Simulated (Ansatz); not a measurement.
MoS2 in the 3R-MoS2-type structure, relaxed with r2SCAN+rVV10: 3 runs in the plane-wave code Ansatz, each a calculation of independent-particle optics. Space group R3m (No. 160), trigonal; conventional cell a = 3.175 Å, c = 18.582 Å, 18.03 Å³ an atom. Mo is surrounded by 6 S at 2.40 Å; S is surrounded by 3 Mo at 2.40 Å. No spin polarisation and no zero-point or thermal motion.

```
Mo S
1.0
     1.58759    0.91660    6.19394
    -1.58759    0.91660    6.19394
     0.00000   -1.83319    6.19394
Mo S
1 2
Cartesian
  0.0000 0.0000 -0.0003
  0.0000 0.0000 7.7486
  0.0000 0.0000 4.6395
```

On meshes this coarse, single peaks can be features of the mesh. No local fields, no excitons; the zone sum runs over the cells of the mesh, and ε∞ includes the bands left out of the spectrum. Up to four peaks are listed, those above 15 % of the tallest and inside the complete range; the four can differ from row to row.

| functional | k mesh | broadening (eV) | scissors (eV) | range (eV) | direct gap on the mesh before scissors (eV) | ε∞ xx | ε∞ yy | ε∞ zz | complete up to (eV) | tallest peaks of mean ε₂ (eV) |
| --- | --- | --- | --- | --- | --- | --- | --- | --- | --- | --- |
| PBE | 8×8×8 | 0.1 | 0.00 | 0–12 | 1.99 | 16.13 | 16.13 | 9.64 | 12.0 | 2.80 4.40 5.05 5.65 |
| r2SCAN | 8×8×8 | 0.1 | 0.00 | 0–12 | 2.10 | 14.97 | 14.97 | 8.92 | 12.0 | 3.00 4.70 5.40 6.00 |
| PBE | 8×8×8 | 0.1 | 0.46 (to HSE06) | 0–12 | 1.99 | 14.37 | 14.37 | 8.96 | 12.0 | 3.30 4.85 5.50 6.10 |

The fundamental gap is indirect (1.04 eV with PBE on 8×8×8); the table holds the direct one.

The runs are scalar-relativistic, without spin-orbit coupling.
